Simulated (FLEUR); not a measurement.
## AlNi: equation of state with SCAN

The system is AlNi.

```
Ni Al
1.0
     2.88100    0.00000    0.00000
     0.00000    2.88100    0.00000
     0.00000    0.00000    2.88100
Ni Al
1 1
Direct
  0.50000 0.50000 0.50000
  0.00000 0.00000 0.00000
```

```json
{
 "Program": "FLEUR MaX-R8.1 (later development tree)",
 "Task": "equation of state",
 "Functional": "SCAN",
 "Potentials or basis": "all-electron",
 "Basis": "FLAPW",
 "Kmax": "4.92 1/bohr",
 "k mesh": "9 × 9 × 9",
 "Occupations": "fermi-dirac, width 0.05 eV",
 "Spin": "collinear spin, program default start",
 "Gmax": "15.3 1/bohr",
 "Muffin-tin radii": "Ni 2.25, Al 1.99 bohr",
 "lmax": "Ni 9, Al 8",
 "lnonsphr": "Ni 9, Al 8",
 "Local orbitals a species": "Ni 5, Al 4"
}
```

* Equilibrium volume: 11.57 Å³/atom
* Bulk modulus: 185 GPa

Energy against volume, from the lowest point:
```
volume (Å³/atom)  energy (meV/atom)
          11.239               5.30
          11.478               0.00
          11.956               6.67
          12.435              32.35
          12.674              51.12
```

Caveat: the meta-GGA is that of a development version, with a GGA for the radial functions and cores and without core tails.
